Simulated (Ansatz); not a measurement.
## TiB under pressure

Theory: Ansatz, DFT PBEsol, scalar-relativistic, plane waves, PAW. Run with 420 eV cutoff, 14×14×14 k-mesh, Gaussian smearing of 0.10 eV, no spin polarisation.

The relaxed crystal:

```
Ti B
1.0
     0.00000    2.45334    2.45334
     2.45334    0.00000    2.45334
     2.45334    2.45334    0.00000
Ti B
1 1
Direct
  0.75000 0.75000 0.75000
  0.00000 0.00000 0.00000
```

Cell and atoms are relaxed at each pressure within the symmetry of the start, at zero temperature, so transitions that lower the symmetry aren't seen. The k-mesh given is that at zero pressure and may differ at others. a, b and c are the lengths of the cell vectors above.

```tsv
P (GPa)	V (Å³/atom)	V/V0	a (Å)	b (Å)	c (Å)
-2	15.06	1.020	3.492	3.492	3.492
0	14.77	1.000	3.470	3.470	3.470
2	14.50	0.982	3.449	3.449	3.449
5	14.14	0.958	3.420	3.420	3.420
10	13.63	0.923	3.378	3.378	3.378
20	12.79	0.866	3.307	3.307	3.307
40	11.60	0.785	3.201	3.201	3.201
```

(1) What bulk modulus and pressure derivative fit these points?

## Answers

(1) A third-order Birch–Murnaghan fit gives B0 = 108 GPa and B0' = 3.6.